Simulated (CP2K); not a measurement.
# AlCu under changes of volume

One of the cells (13.466 Å³/atom); the others are scaled copies at fixed shape and fractional positions:

```
Cu Al
1.0
     2.99751    0.00000    0.00000
     0.00000    2.99751    0.00000
     0.00000    0.00000    2.99751
Cu Al
1 1
Direct
  0.50000 0.50000 0.50000
  0.00000 0.00000 0.00000
```

The cell comes from a database or a generator and needn't be the stable form of this composition.

| Property | Result |
| --- | --- |
| Program | CP2K 2026.2 |
| Functional | LDA |
| Potentials or basis | GTH_POTENTIALS Cu GTH-PADE-q11, Al GTH-PADE-q3; TZVP-MOLOPT-PBE-GTH basis |
| Density cutoff | 6123 eV |
| k mesh | 9 × 9 × 9 |
| Occupations | fermi-dirac, width 0.05 eV |
| Spin | no spin polarisation |

| volume (Å³/atom) | energy over the lowest point (meV/atom) | pressure (GPa) |
| --- | --- | --- |
| 12.658 | 0.00 | -0.7 |
| 12.928 | 3.53 | -3.3 |
| 13.197 | 11.11 | -5.6 |
| 13.466 | ? | ? |
| 13.736 | 36.60 | -9.5 |
| 14.005 | 53.84 | -11.0 |
| 14.274 | 73.60 | -12.5 |

**Question.** What does the run at 13.466 Å³/atom give?

**Answer.** Energy over the lowest point 22.22 meV/atom; pressure -7.7 GPa.

Worked out: A Birch-Murnaghan fit of order 3 (a polynomial in V^(-2/3)) to the other rows has its minimum at 12.58 Å³/atom, just outside them, with B0 = V·E''(V) = 129 GPa and B' = 4.2. It gives 22.22 meV/atom at 13.466 Å³/atom, against the run's 22.22, and -dE/dV = -7.6 GPa, against -7.7.

Energies are extrapolated to zero smearing.

Caveats: the basis of atomic orbitals isn't converged, which shifts pressures, moduli and gaps.
